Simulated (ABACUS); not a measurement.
Cr: equation of state with rSCAN

Cr:

```
CELL_PARAMETERS angstrom
-1.48445 1.48445 1.48445
1.48445 -1.48445 1.48445
1.48445 1.48445 -1.48445
ATOMIC_POSITIONS crystal
Cr 0.00000 0.00000 0.00000
```

| Quantity | Value |
| --- | --- |
| Program | ABACUS 3.10.1 |
| Task | equation of state |
| Functional | rSCAN |
| Potentials or basis | SG15 ONCV 1.2 PBE |
| Cutoff | 1497 eV |
| Density cutoff | 5987 eV |
| Basis | plane waves |
| k mesh | 8 × 8 × 8 |
| Occupations | fermi-dirac, width 0.05 eV |
| Spin | collinear spin, ferromagnetic start |
| Starting moments | [3.0] μB |

```json
{"Equilibrium volume": "11.49 Å³/atom (rough: see the caveat)", "Bulk modulus": "248 GPa (rough)"}
```

Energy against volume, from the lowest point:
| volume (Å³/atom) | energy (meV/atom) |
| --- | --- |
| 12.299 | 0.00 |
| 12.561 | 38.50 |
| 12.823 | 65.55 |
| 13.084 | 115.15 |
| 13.346 | 169.41 |
| 13.608 | 227.75 |
| 13.870 | 289.68 |

All runs of the series together: 3.4 min on 4 threads of Intel(R) Xeon(R) Platinum 8559C (Emerald Rapids) (shared host).

Caveat: the k mesh is coarse (spacing up to 0.37 Å⁻¹), so the values aren't converged; the fit is doubtful: noisy points or a state that changes with volume; the minimum lies outside the volumes run; the potentials were made for another functional, which shifts forces and pressure.
